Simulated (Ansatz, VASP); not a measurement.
Si in VASP and in Ansatz

File INCAR:

```
PREC = Accurate
ENCUT = 520
EDIFF = 1E-6
ISMEAR = -1
SIGMA = 0.05
LREAL = False
LASPH = True
NELM = 60
ALGO = Normal
ISIF = 2
LWAVE = False
LCHARG = True
LELF = True
LVHAR = True
NBANDS = 16
```

File KPOINTS:

```
regular mesh
0
Gamma
  8 8 4
```

File POSCAR:

```
Si
1.0
    3.8056031457      0.0000000000      0.0000000000
   -1.9028015729      3.2957490010      0.0000000000
    0.0000000000      0.0000000000      6.2901199008
Si
4
Direct
    0.6666666667      0.3333333333      0.9369905000
    0.3333333333      0.6666666667      0.4369905000
    0.6666666667      0.3333333333      0.5630095000
    0.3333333333      0.6666666667      0.0630095000
```

The input input.yaml:

```yaml
crystal:
  lattice:
    - [3.8056031457, 0.0, 0.0]
    - [-1.9028015729, 3.295749001, 0.0]
    - [0.0, 0.0, 6.2901199008]
  atoms:
    - { symbol: Si, position: [0.6666666667, 0.3333333333, 0.9369905] }
    - { symbol: Si, position: [0.3333333333, 0.6666666667, 0.4369905] }
    - { symbol: Si, position: [0.6666666667, 0.3333333333, 0.5630095] }
    - { symbol: Si, position: [0.3333333333, 0.6666666667, 0.0630095] }
kpoints:
  mp_grid: { grid: [8, 8, 4] }
scf:
  occupations: { method: fermi_dirac, width: 0.05 }
hamiltonian:
  xc: lda
  pseudopotentials: { kind: all_electron, lapw: { basis_error: 0.002 } }
output:
  forces: true
  stress: true
  eigenvalues: true
```

Change from the starting cell: volume scaled by 0.98.

Alike in both runs: task single point; functional LDA; k mesh 8 × 8 × 4; occupations fermi-dirac, width 0.05 eV; no spin polarisation.

|  | VASP | Ansatz |
| --- | --- | --- |
| version | VASP 6.6.1 | Ansatz 0.2.0 |
| potentials or method | VASP PAW LDA potentials, release 64 (Si) | all-electron LAPW, scalar-relativistic |
| plane-wave cutoff (eV) | 520 | see its input |

Ansatz gave:

- gap on the k mesh at the Fermi level (eV): 0.28
- least direct gap on the mesh (eV): 0.97
- pressure (GPa): -0.2
- rms of the force components (eV/Å): 0.004

Q: What did VASP give for the same quantities?

A: gap on the k mesh at the Fermi level (eV): 0.27; least direct gap on the mesh (eV): 0.98; pressure (GPa): -0.1; rms of the force components (eV/Å): 0.004.

Atom by atom the forces differ by 0.000 eV/Å (rms over components). Ansatz ran all-electron here, so the differences hold the error of VASP's frozen core and of both bases.
